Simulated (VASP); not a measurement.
# Ga (Cmce) in VASP: further runs, part 2 of 2

VASP 6.6.1. Earlier steps stand in the parts before.

**5. Relaxation of cell and atoms, PBEsol**

This run uses another cell than the first one, of 19.59 Å³/atom, 1.066 times its volume.

INCAR reads:

```
SYSTEM = Ga
PREC = Accurate
ENCUT = 600
EDIFF = 1E-6
ISMEAR = 1
SIGMA = 0.1
LREAL = .False.
LASPH = .True.
NELM = 80
ALGO = Normal
ISIF = 3
LWAVE = .False.
LCHARG = .False.
GGA = PS
IBRION = 2
NSW = 90
EDIFFG = -0.01
KPAR = 2
```

KPOINTS reads:

```
Automatic mesh
0
Gamma
  12 12 10
  0 0 0
```

POSCAR reads:

```
Ga
1.0
    2.2615000000     -3.8305000000      0.0000000000
    2.2615000000      3.8305000000      0.0000000000
    0.0000000000      0.0000000000      4.5240000000
Ga
4
Direct
    0.8451000000      0.1549000000      0.0810000000
    0.6549000000      0.3451000000      0.5810000000
    0.1549000000      0.8451000000      0.9190000000
    0.3451000000      0.6549000000      0.4190000000
```

The run is started by

```console
> cat potpaw_PBE.64/Ga_d/POTCAR > POTCAR
> mpirun -np 2 vasp_std > vasp.out
```

Wall time 14 min (2 MPI ranks of Intel Xeon Platinum 8488C (Sapphire Rapids), shared host); peak memory 0.63 GiB.

It converged, with:

```yaml
Free_energy: -13.4121 eV
Relaxed_volume: 19.06 Å³/atom
Relaxed_cell: a = 4.408 Å, b = 4.408 Å, c = 4.491 Å, α = 90.00°, β = 90.00°, γ = 119.14°
Space_group_after_relaxing_to_0.05_Å: Cmce (No. 64)
Energy_gained_by_relaxing: 3.5 meV/atom
Ionic_steps: 12
Pressure_after_relaxing: 0.0 GPa
Largest_force_after_relaxing: 0.009 eV/Å
Band_gap_on_the_k_mesh: none (metal or under the smearing width)
```

Forces on the atoms (eV/Å):
```
Ga   0.000 -0.002  0.009
Ga   0.000  0.002  0.009
Ga   0.000  0.002 -0.009
Ga   0.000 -0.002 -0.009
```

Step by step:
| step | energy change (eV) | largest force (eV/Å) | pressure (GPa) | volume (Å³) |
| --- | --- | --- | --- | --- |
| 1 | 0.0000 | 0.1530 | -1.54 | 78.38 |
| 2 | -0.0136 | 0.0159 | -0.10 | 76.26 |
| 3 | -0.0135 | 0.0124 | 0.18 | 76.13 |
| 4 | -0.0136 | 0.0149 | -0.02 | 76.22 |
| 5 | -0.0136 | 0.0125 | 0.10 | 76.17 |
| 6 | -0.0138 | 0.0162 | -0.04 | 76.30 |
| 7 | -0.0138 | 0.0186 | -0.08 | 76.34 |
| 8 | -0.0139 | 0.0124 | 0.15 | 76.27 |
| 9 | -0.0139 | 0.0150 | -0.02 | 76.27 |
| 10 | -0.0139 | 0.0117 | -0.02 | 76.27 |
| 11 | -0.0139 | 0.0112 | 0.06 | 76.26 |
| 12 | -0.0139 | 0.0089 | 0.01 | 76.23 |

Final structure:
```
CELL_PARAMETERS angstrom
2.23268 -3.80104 0.00000
2.23268 3.80104 0.00000
0.00000 0.00000 4.49134
ATOMIC_POSITIONS crystal
Ga 0.84404 0.15596 0.08210
Ga 0.65596 0.34404 0.58210
Ga 0.15596 0.84404 0.91790
Ga 0.34404 0.65596 0.41790
```

Levels at points of the mesh, in eV from the Fermi level:
```
           k point  band 22  band 23  band 24  band 25  band 26  band 27  band 28  band 29  band 30  band 31
(0.00, 0.00, 0.00)    -4.19    -3.77    -1.73    -1.62    -0.74     0.96     0.99     1.13     5.25     5.49
(0.50, 0.00, 0.00)    -8.69    -3.42    -3.42    -1.37    -1.37     0.76     0.76     4.26     4.26     5.43
(0.50, 0.50, 0.00)    -7.33    -4.05    -3.31    -1.72    -1.57     1.12     1.23     3.50     3.87     4.40
(0.00, 0.00, 0.50)    -9.32     0.00     0.00     0.03     0.03     0.12     0.12     2.11     2.11     3.98
(0.50, 0.00, 0.50)    -7.21    -6.32    -6.32    -1.55    -1.55     0.56     0.56     7.39     7.39     7.98
(0.50, 0.50, 0.50)    -7.65    -5.39    -5.39    -1.26    -1.26    -0.87    -0.87     6.84     6.84     8.12
```

Caveat: the PAW data sets were made with another functional, which shifts forces and pressure a little.

**6. Relaxation of cell and atoms, PBEsol**

This run uses another cell than the first one, of 19.06 Å³/atom, 1.036 times its volume.

Edit INCAR of step 5 so:

```diff
@@ -3,3 +3,3 @@
 ENCUT = 600
-EDIFF = 1E-6
+EDIFF = 1E-7
 ISMEAR = 1
@@ -16,3 +16,3 @@
 NSW = 90
-EDIFFG = -0.01
+EDIFFG = -0.005
 KPAR = 2
```

KPOINTS is that of step 5.

POSCAR reads:

```
Ga                                      
1.0
    2.2326774691     -3.8010414570     -0.0000000000
    2.2326774691      3.8010414570      0.0000000000
    0.0000000000      0.0000000000      4.4913426116
  Ga            
     4
Direct
     0.8440428141783659    0.1559571858216341    0.0820958628755186
     0.6559571858216341    0.3440428141783659    0.5820958628755186
     0.1559571858216341    0.8440428141783659    0.9179041371244814
     0.3440428141783659    0.6559571858216341    0.4179041371244815
```

Potentials or basis: VASP PAW PBE potentials, release 64 (Ga_d).

The run is started by

```console
> cat potpaw_PBE.64/Ga_d/POTCAR > POTCAR
> mpirun -np 2 vasp_std > vasp.out
```

Run time: 10 min. Hardware: 2 MPI ranks of Intel Xeon Platinum 8488C (Sapphire Rapids), shared host; peak memory 0.61 GiB.

It converged, with:

- Free energy: -13.4114 eV
- Relaxed volume: 19.07 Å³/atom
- Relaxed cell: a = 4.407 Å, b = 4.407 Å, c = 4.495 Å, α = 90.00°, β = 90.00°, γ = 119.08°
- Space group after relaxing (to 0.05 Å): Cmce (No. 64)
- Energy gained by relaxing: 0.0 meV/atom
- Ionic steps: 8
- Pressure after relaxing: 0.0 GPa
- Largest force after relaxing: 0.004 eV/Å
- Band gap on the k mesh: none (metal or under the smearing width)

Forces in eV/Å, atoms in the order of the input:
```
Ga   0.000 -0.001  0.003
Ga   0.000  0.001  0.003
Ga   0.000  0.001 -0.003
Ga   0.000 -0.001 -0.003
```

Final structure:
```
CELL_PARAMETERS angstrom
2.23403 -3.79893 0.00000
2.23403 3.79893 0.00000
0.00000 0.00000 4.49450
ATOMIC_POSITIONS crystal
Ga 0.84404 0.15596 0.08275
Ga 0.65596 0.34404 0.58275
Ga 0.15596 0.84404 0.91725
Ga 0.34404 0.65596 0.41725
```

Levels at points of the mesh, in eV from the Fermi level:
| k point | band 22 | band 23 | band 24 | band 25 | band 26 | band 27 | band 28 | band 29 | band 30 | band 31 |
| --- | --- | --- | --- | --- | --- | --- | --- | --- | --- | --- |
| (0.00, 0.00, 0.00) | -4.20 | -3.77 | -1.73 | -1.62 | -0.73 | 0.96 | 1.01 | 1.13 | 5.25 | 5.49 |
| (0.50, 0.00, 0.00) | -8.68 | -3.41 | -3.41 | -1.37 | -1.37 | 0.76 | 0.76 | 4.27 | 4.27 | 5.43 |
| (0.50, 0.50, 0.00) | -7.32 | -4.05 | -3.31 | -1.72 | -1.56 | 1.12 | 1.23 | 3.50 | 3.88 | 4.38 |
| (0.00, 0.00, 0.50) | -9.31 | 0.00 | 0.00 | 0.03 | 0.03 | 0.13 | 0.13 | 2.12 | 2.12 | 3.98 |
| (0.50, 0.00, 0.50) | -7.20 | -6.32 | -6.32 | -1.53 | -1.53 | 0.57 | 0.57 | 7.39 | 7.39 | 7.96 |
| (0.50, 0.50, 0.50) | -7.64 | -5.38 | -5.38 | -1.26 | -1.26 | -0.88 | -0.88 | 6.83 | 6.83 | 8.12 |

Caveat: the PAW data sets were made with another functional, which shifts forces and pressure a little.

**7. Summary**

| level | potentials or basis | gap on the mesh (eV) | pressure (GPa) | relaxed volume (Å³/atom) |
| --- | --- | --- | --- | --- |
| LDA | VASP PAW LDA potentials, release 64 (Ga_d) | none | 0.0 | 18.40 |
| PBE+D3(BJ) | VASP PAW PBE potentials, release 64 (Ga_d) | none | 0.0 | 19.43 |
| PBEsol | VASP PAW PBE potentials, release 64 (Ga_d) | none | 0.0 | 19.07 |

Alike in all rows: task relaxation of cell and atoms; no spin polarisation; cell relaxed; k mesh 12 × 12 × 10; cutoff (eV) 600; smearing methfessel-paxton 0.1 eV.

Caveats: pairwise dispersion overbinds metals, which lowers pressure and volume (some runs); the PAW data sets were made with another functional, which shifts forces and pressure a little (some runs).

Total energies depend on the potentials used, so only differences within one code and one set of settings carry meaning.
